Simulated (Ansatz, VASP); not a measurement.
# Al2Cu in VASP and in Ansatz

```
CELL_PARAMETERS angstrom
4.13179 0.00000 0.00000
0.00000 4.13179 0.00000
0.00000 0.00000 2.77959
ATOMIC_POSITIONS crystal
Al 0.50249 0.00000 0.50000
Al 0.96369 0.50000 0.50000
Cu 0.01436 0.00000 0.00000
```

Change from the starting cell: mode 4 frozen in at -0.148 Å, strain +e along z and -e/2 along x and y -0.0233.

Alike in both runs: task single point; functional PBEsol; k mesh 10 × 10 × 14; occupations gaussian, width 0.15 eV; no spin polarisation.

|  | VASP | Ansatz |
| --- | --- | --- |
| version | VASP 6.6.1 | Ansatz 0.2.0 |
| potentials or method | VASP PAW PBE potentials, release 64 (Al, Cu) | scalar-relativistic, plane waves, PAW |
| plane-wave cutoff (eV) | 520 | 520 |
| valence electrons in the cell | 17 | 25 |

VASP gave:

```
gap on the k mesh at the Fermi level (eV)       : none
pressure (GPa)                                  : 0.7
largest component of the traceless stress (GPa) : 1.42
rms of the force components (eV/Å)              : 0.139
```

Question: What did Ansatz give for the same quantities?

Answer: gap on the k mesh at the Fermi level (eV): none; pressure (GPa): 0.6; largest component of the traceless stress (GPa): 1.46; rms of the force components (eV/Å): 0.140.

Atom by atom the forces differ by 0.001 eV/Å (rms over components). A gap of «none» marks a metal or a gap that the smearing closes. The two sets of potentials don't hold the same shells in valence. Ansatz warned: «pseudo_functional_mismatch».

Caveats: the PAW data sets were made with another functional, which shifts forces and pressure a little (VASP).
